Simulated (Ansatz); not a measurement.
**CdTe: the crystal squeezed far**

How does CdTe answer strong compression? Methods of the runs shown: PAW. Its runs: volume scaled by 1 (PAW); volume scaled by 0.85 (PAW); volume scaled by 0.75 (PAW); volume scaled by 0.65 (PAW).

Computed with Ansatz 0.2.0 (DFT, r2SCAN, PAW with Ansatz's default frozen-core files, scalar-relativistic, unless a step's input says otherwise).

1 further run of the same task is left out (for a known fault of the program).

**1. The starting structure**

The structure is cubic, space group Fm-3m (No. 225). The conventional cell has a = 6.133 Å, b = 6.133 Å, c = 6.133 Å, α = 90.00°, β = 90.00°, γ = 90.00°. Cd (site symmetry m-3m) has 6 Te at 3.07 Å as nearest neighbours. Te (site symmetry m-3m) is surrounded by 6 Cd at 3.07 Å.

Structure file:

```
CELL_PARAMETERS angstrom
0.00000 3.06656 3.06656
3.06656 0.00000 3.06656
3.06656 3.06656 0.00000
ATOMIC_POSITIONS crystal
Cd 0.00000 0.00000 0.00000
Te 0.50000 0.50000 0.50000
```

Whether this phase is the stable one at these pressures isn't tested.

Atoms are numbered in the order of the input: Cd1, Te2.

**2. Volume scaled by 1, PAW**

The input, input.yaml:

```yaml
crystal:
  lattice:
    - [0.0, 3.066564, 3.066564]
    - [3.066564, 0.0, 3.066564]
    - [3.066564, 3.066564, 0.0]
  atoms:
    - { symbol: Cd, position: [0.0, 0.0, 0.0] }
    - { symbol: Te, position: [0.5, 0.5, 0.5] }
kpoints:
  mp_grid: { grid: [10, 10, 10] }
  band_path:
    path:
      - [0.0, 0.0, 0.0]
      - [0.5, 0.0, 0.5]
      - [0.625, 0.25, 0.625]
      - [0.375, 0.375, 0.75]
      - [0.0, 0.0, 0.0]
      - [0.5, 0.5, 0.5]
      - [0.5, 0.25, 0.75]
      - [0.5, 0.0, 0.5]
    npoints: 6
scf:
  occupations: { method: fermi_dirac, width: 0.05 }
hamiltonian:
  xc: r2scan
  pseudopotentials: { kind: paw }
output:
  forces: true
  stress: true
  eigenvalues: true
  efg: { contact_densities: true }
  populations: true
```

Command:

```sh
$ ansatz run input.yaml --threads 1 --pin off --max-ram 2048MiB --backend cpu --events-out ev --progress --plain --runs-dir out
```

**3. Volume scaled by 0.85, PAW**

input.yaml, as its differences from that of step 2:

```diff
@@ -2,5 +2,5 @@
   lattice:
-    - [0.0, 3.066564, 3.066564]
-    - [3.066564, 0.0, 3.066564]
-    - [3.066564, 3.066564, 0.0]
+    - [0.0, 2.9048586745, 2.9048586745]
+    - [2.9048586745, 0.0, 2.9048586745]
+    - [2.9048586745, 2.9048586745, 0.0]
   atoms:
```

**4. Volume scaled by 0.75, PAW**

input.yaml, as its differences from that of step 3:

```diff
@@ -2,5 +2,5 @@
   lattice:
-    - [0.0, 2.9048586745, 2.9048586745]
-    - [2.9048586745, 0.0, 2.9048586745]
-    - [2.9048586745, 2.9048586745, 0.0]
+    - [0.0, 2.7861582968, 2.7861582968]
+    - [2.7861582968, 0.0, 2.7861582968]
+    - [2.7861582968, 2.7861582968, 0.0]
   atoms:
@@ -32 +32,5 @@
   populations: true
+  write_density: true
+  write_potential: true
+  elf: true
+  volumetric_format: npy
```

**5. Volume scaled by 0.65, PAW**

input.yaml, as its differences from that of step 4:

```diff
@@ -2,5 +2,5 @@
   lattice:
-    - [0.0, 2.7861582968, 2.7861582968]
-    - [2.7861582968, 0.0, 2.7861582968]
-    - [2.7861582968, 2.7861582968, 0.0]
+    - [0.0, 2.6563776558, 2.6563776558]
+    - [2.6563776558, 0.0, 2.6563776558]
+    - [2.6563776558, 2.6563776558, 0.0]
   atoms:
@@ -32,5 +32 @@
   populations: true
-  write_density: true
-  write_potential: true
-  elf: true
-  volumetric_format: npy
```

(Steps that only read results are left out.)

What does the calculation give? Wanted: PAW pressure at 0.65 of the volume; fitted bulk modulus at zero pressure.

As calculated:

| quantity | value |
| --- | --- |
| PAW pressure at 0.65 of the volume | 56.9 GPa |
| fitted bulk modulus at zero pressure (PAW) | 54 GPa |
| its pressure derivative | 4.67 |

**Reading.** At 0.65 of the starting volume PAW gives 57 GPa. One third-order Birch-Murnaghan curve follows these points (B₀ = 54 GPa, B′ = 4.67, misfit at most 0.03 GPa). A fit over so wide a range leans to the high pressures, so B₀ can be off by several per cent. No all-electron run checks these rows here, and frozen cores can fail under such compression. The ions are at rest, and the electrons smeared by 0.05 eV. Spin-orbit coupling is left out, though the cell holds Te; in elements this heavy it can shift bands and gaps by tenths of an eV.
